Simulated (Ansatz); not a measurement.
# Os: the cost of one run

Computed with Ansatz 0.2.0 through its Python package. Level of theory: DFT PBE, plane waves, PAW.

This is Os in the bcc structure; at room conditions it is hcp.

## Step 1: Starting point

Os Im-3m: The structure is cubic, space group Im-3m (No. 229). Conventional cell: a = 3.040 Å, b = 3.040 Å, c = 3.040 Å, α = 90.00°, β = 90.00°, γ = 90.00°. Os (site symmetry m-3m) has 8 Os at 2.63 Å as nearest neighbours.

Os Pm-3m: It takes space group Pm-3m (No. 221, cubic). The conventional cell has a = 2.490 Å, b = 2.490 Å, c = 2.490 Å, α = 90.00°, β = 90.00°, γ = 90.00°. Around Os (site symmetry m-3m) lie 6 Os at 2.49 Å.

No structure file is read: the coordinates are typed or built in the script.

## Step 2: Script

Input file transition_os.py:

```python
"""Pressure at which two phases of Os cross."""

import warnings

import ansatz as az
import numpy as np


def bcc(a_site, a):
    return az.Crystal.bcc(a_site, a=a)


def sc(first, a):
    return (
        az.Lattice.cubic(a)
        .space_group(221)
        .atom(first, (0, 0, 0))
    )


def ground_state(name, crystal, pressure=0.0):
    calc = (
        crystal.calculation()
        .basis(520)
        .kpoints(spacing=0.16)
        .occupations("fermi_dirac", width=0.1)
    )
    calc = calc.relax(force_tolerance=0.01, max_steps=60, cell=True, pressure=pressure)
    return calc.run(threads=1)


def volume_per_atom(outcome):
    return abs(np.linalg.det(outcome.lattice.cell_ang)) / len(outcome.lattice.sites)


def main() -> None:
    warnings.simplefilter("ignore", az.DeckWarning)

    phases = {}
    phases["bcc"] = bcc("Os", 3.04)
    phases["sc"] = sc("Os", 2.49)

    # H = E + PV, with 1 eV per cubic angstrom equal to 160.2 GPa
    pressures = [0, 10, 20, 30]
    enthalpy, volume = {name: [] for name in phases}, {name: [] for name in phases}
    for p in pressures:
        for name, crystal in phases.items():
            o = ground_state(name, crystal, pressure=p)
            volume[name].append(volume_per_atom(o))
            enthalpy[name].append(o.report["energy_sigma0_ev"] / len(o.lattice.sites) + p * volume[name][-1] / 160.21766)
    gap = np.array(enthalpy["sc"]) - np.array(enthalpy["bcc"])
    rows = [(p, va, vb, 1000 * d) for p, va, vb, d in zip(pressures, volume["bcc"], volume["sc"], gap)]
    print("   P (GPa)  V bcc (A^3/atom)  V sc (A^3/atom)  H(sc) - H(bcc) (meV/atom)")
    for row in rows:
        print(f"{row[0]:10d}  {row[1]:16.3f}  {row[2]:15.3f}  {row[3]:+25.1f}")
    crossings = [p0 - g0 * (p1 - p0) / (g1 - g0) for p0, p1, g0, g1 in zip(pressures, pressures[1:], gap, gap[1:]) if g0 * g1 < 0]
    print("crossing near", [round(float(p), 1) for p in crossings], "GPa") if crossings else print("no crossing in this range")


if __name__ == "__main__":
    main()
```

## Step 3: Launch

On the command line:

```sh
python transition_os.py
```

**Question.** How long does this script take on 1 thread of Arm Neoverse V1, shared host, and how much memory does it need?

About 81 s, with a peak of 0.42 GiB.
